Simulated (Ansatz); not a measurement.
Working through an equation of state with a fit of SnO2, space group Pnnm

Computed with Ansatz 0.2.0, Python API.

At the Python prompt:
```pycon
>>> import warnings
>>> import ansatz as az
>>> import numpy as np
>>> from scipy.optimize import curve_fit
>>> VECTORS = np.array([
...     [4.788, 0.0, 0.0],
...     [0.0, 4.86658, 0.0],
...     [0.0, 0.0, 3.2409],
... ])
>>> SITES = [
...     ("Sn", (0.5, 0.5, 0.5)),
...     ("Sn", (0.0, 0.0, 0.0)),
...     ("O", (0.29185, 0.32104, 0.0)),
...     ("O", (0.79185, 0.17896, 0.5)),
...     ("O", (0.20814, 0.82104, 0.5)),
...     ("O", (0.70815, 0.67896, 0.0)),
... ]
>>> def make_crystal(cell):
...     crystal = az.Crystal(lattice=az.Lattice.of(cell))
...     for symbol, position in SITES:
...         crystal = crystal.atom(symbol, position)
...     return crystal
...
>>> def vinet(v, e0, v0, b0, b1):
...     eta = (v / v0) ** (1 / 3)
...     return e0 + 2 * b0 * v0 / (b1 - 1) ** 2 * (2 - (5 + 3 * b1 * (eta - 1) - 3 * eta) * np.exp(-1.5 * (b1 - 1) * (eta - 1)))
...
>>> warnings.simplefilter("ignore", az.DeckWarning)
>>> # uniform scaling of the cell
>>> volumes, energies = [], []
>>> for scale in np.linspace(0.94, 1.06, 7):
...     cell = VECTORS * scale ** (1 / 3)
...     setup = (
...         make_crystal(cell).calculation()
...         .occupations("Fixed")
...         .functional("pbesol")
...         .basis(500)
...         .kpoints(4, 4, 6)
...     )
...     data = setup.run(threads=1).report
...     volumes.append(abs(np.linalg.det(cell)) / len(SITES))
...     energies.append(data["free_energy_ev"] / len(SITES))
...     print(f"V = {volumes[-1]:8.4f} A^3/atom  F = {energies[-1]:.5f} eV/atom")
...
V =  11.8310 A^3/atom  F = -2357.17592 eV/atom
V =  12.0827 A^3/atom  F = -2357.18144 eV/atom
V =  12.3344 A^3/atom  F = -2357.18021 eV/atom
V =  12.5861 A^3/atom  F = -2357.17301 eV/atom
V =  12.8379 A^3/atom  F = -2357.16053 eV/atom
V =  13.0896 A^3/atom  F = -2357.14343 eV/atom
V =  13.3413 A^3/atom  F = -2357.12230 eV/atom
>>> guess = (min(energies), volumes[int(np.argmin(energies))], 0.5, 4.5)
>>> (e0, v0, b0, b1), _ = curve_fit(vinet, np.array(volumes), np.array(energies), p0=guess, maxfev=20000)
>>> print(f"Vinet fit: V0 = {v0:.4f} A^3/atom, B0 = {160.21766 * b0:.1f} GPa, B1 = {b1:.2f}")
Vinet fit: V0 = 12.1587 A^3/atom, B0 = 200.1 GPa, B1 = 5.06
>>> print("largest residual", round(1000 * float(np.abs(vinet(np.array(volumes), e0, v0, b0, b1) - energies).max()), 3), "meV/atom")
largest residual 0.008 meV/atom
```

A third-order Birch-Murnaghan fit through the 7 points (the script's own form differs a little) has its minimum at 12.16 Å³ an atom, 3.4 % below the typed cell, with a bulk modulus of 200 GPa and dB/dP = 5.1. From that minimum the energy rises by 5.8 meV an atom on the compressed side and 59.5 meV on the expanded side. The window is off centre, so dB/dP is rough.

Total energies depend on the potentials; only differences at equal settings carry meaning. Shape and fractional positions are held along the curve, so the bulk modulus is an upper value where they are free to relax. For a gap this small the mesh is coarse, and bands can meet between its points. The structure comes from a database of computed cells and needn't be a stable or known phase. Processor time in the engine: 23 s on 1 thread of Intel(R) Xeon(R) Processor @ 2.30GHz, with other jobs on the host, peak memory 0.61 GiB.
